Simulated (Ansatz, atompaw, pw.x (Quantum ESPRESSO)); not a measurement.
# pw.x on diamond H: one setting changed

Potential: PAW, atompaw 4.2.0.5, PBE; core none, reference 1s1; waves: 1s (bound): rc 1.50 bohr; 1s channel at -0.15 Ry: rc 1.50 bohr; 2p channel at -0.15 Ry: rc 1.50 bohr; local part: bessel scheme, radius 1.30 bohr; core correction: none; augmentation: sinc compensation charge, radius 1.10 bohr; PAW radius 1.50 bohr; waves and projectors: custom polynom2 7 10 vanderbiltortho.

The reference run (k-mesh 15³, cutoffs 40/400 Ry, Fermi–Dirac 0.01 Ry, mixing_beta 0.4, conv_thr 1e-9, no spin) gives 0.72 GPa at 3.427 Å³/atom, where all-electron LAPW gives -0.21 GPa. This run, with its own iteration cap, changes mixing_mode to TF.

```
&control
  calculation='scf', prefix='x', pseudo_dir='./', outdir='./tmp', tstress=.true., disk_io='none'
/
&system
  ibrav=0, nat=2, ntyp=1, ecutwfc=40, ecutrho=400, nbnd=8,
  occupations='smearing', smearing='fd', degauss=0.01
/
&electrons
  conv_thr=1e-09, mixing_beta=0.4, electron_maxstep=50, mixing_mode='TF'
/
ATOMIC_SPECIES
H 1.0 H.UPF
CELL_PARAMETERS angstrom
  0.00000000 1.50766447 1.50766447
  1.50766447 0.00000000 1.50766447
  1.50766447 1.50766447 0.00000000
ATOMIC_POSITIONS crystal
H 0.0000 0.0000 0.0000
H 0.2500 0.2500 0.2500
K_POINTS automatic
15 15 15 0 0 0
```

```bash
pw.x < H.scf.in > H.scf.out
```

**Question.** How does the run end?

**Answer.** It converges in 8 iterations; the free energy moves by +0.0 meV/atom and the pressure by +0.00 GPa. The result is that of the reference run.

```
Message from routine setup:
     using ibrav=0 with symmetry is DISCOURAGED, use correct ibrav instead
     lattice parameter (alat)  =       4.0292  a.u.
     unit-cell volume          =      46.2531 (a.u.)^3
     number of electrons       =         2.00
     number of Kohn-Sham states=            8
     kinetic-energy cutoff     =      40.0000  Ry
     charge density cutoff     =     400.0000  Ry
     scf convergence threshold =      1.0E-09
     Exchange-correlation= SLA PW PBX PBC
     number of k points=   120  Fermi-Dirac smearing, width (Ry)=  0.0100
     iteration #  1     ecut=    40.00 Ry     beta= 0.40
     total energy              =      -2.21782759 Ry
     estimated scf accuracy    <       0.00530547 Ry
     iteration #  2     ecut=    40.00 Ry     beta= 0.40
     total energy              =      -2.21832479 Ry
     estimated scf accuracy    <       0.00263429 Ry
     iteration #  3     ecut=    40.00 Ry     beta= 0.40
     total energy              =      -2.21839310 Ry
     estimated scf accuracy    <       0.00001110 Ry
     iteration #  4     ecut=    40.00 Ry     beta= 0.40
     total energy              =      -2.21840356 Ry
     estimated scf accuracy    <       0.00000293 Ry
     iteration #  5     ecut=    40.00 Ry     beta= 0.40
     total energy              =      -2.21840552 Ry
     estimated scf accuracy    <       0.00000073 Ry
     iteration #  6     ecut=    40.00 Ry     beta= 0.40
     total energy              =      -2.21840564 Ry
     estimated scf accuracy    <       0.00000002 Ry
     iteration #  7     ecut=    40.00 Ry     beta= 0.40
     total energy              =      -2.21840564 Ry
     estimated scf accuracy    <          2.3E-09 Ry
     iteration #  8     ecut=    40.00 Ry     beta= 0.40
     the Fermi energy is     2.5830 ev
!    total energy              =      -2.21840565 Ry
     estimated scf accuracy    <          7.0E-12 Ry
     smearing contrib. (-TS)   =      -0.00031958 Ry
     convergence has been achieved in   8 iterations
          total   stress  (Ry/bohr**3)                   (kbar)     P=        7.20
     Message from routine punch:
     Nothing written, as per user request (disk_io='none')
```

The run took about 3.5 s on one core of a shared host (Intel(R) Xeon(R) CPU @ 2.60GHz, 96 threads, 756 GiB, load 13).
